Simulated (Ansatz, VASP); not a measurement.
# Ag in VASP and in Ansatz

Contents of INCAR:

```
PREC = Accurate ; ENCUT = 520
EDIFF = 1E-6 ; ISMEAR = -1
SIGMA = 0.1 ; LREAL = F
LASPH = T ; NELM = 80
ALGO = Fast ; ISIF = 2
LWAVE = F ; LCHARG = F
NBANDS = 12
```

The input KPOINTS:

```
regular mesh
0
Gamma
  13 13 13
```

The input POSCAR:

```
Ag
1.0
    2.6819167940      0.0000000000      0.0000000000
    0.0000000000      2.6819167940      0.0000000000
    0.0000000000      0.0000000000      2.6819167940
Ag
1
Direct
    0.0000000000      0.0000000000      0.0000000000
```

Input for Ansatz:

```yaml
crystal:
  lattice:
    - [2.681916794, 0.0, 0.0]
    - [0.0, 2.681916794, 0.0]
    - [0.0, 0.0, 2.681916794]
  atoms:
    - { symbol: Ag, position: [0.0, 0.0, 0.0] }
hamiltonian:
  xc: lda
  pseudopotentials:
    kind: paw
    azcp:
      Ag: "pseudopotentials/Ag.paw.azcp"
basis:
  ecutwfc: 420
  fft_grid_basis: typed
kpoints:
  mp_grid: { grid: [13, 13, 13], shift: [0, 0, 0] }
magnetization:
  spin_polarized: false
scf:
  occupations: { method: fermi_dirac, width: 0.1 }
  lower_state_search: "off"
output:
  stress: true
```

Alike in both runs: task single point; functional LDA; k mesh 13 × 13 × 13; occupations fermi-dirac, width 0.1 eV; no spin polarisation.

|  | VASP | Ansatz |
| --- | --- | --- |
| version | VASP 6.6.1 | Ansatz 0.2.0 |
| potentials or method | VASP PAW LDA potentials, release 64 (Ag) | plane waves (420 eV) with PAW, scalar-relativistic |
| plane-wave cutoff (eV) | 520 | 420 |
| valence electrons in the cell | 11 | 19 |

Ansatz gave:

```
pressure (GPa) : -3.7
```

Problem. What did VASP give for the same quantities?

Solution. Pressure (GPa): -3.5.

The two sets of potentials don't hold the same shells in valence. Ansatz warned: «pseudo_functional_mismatch».
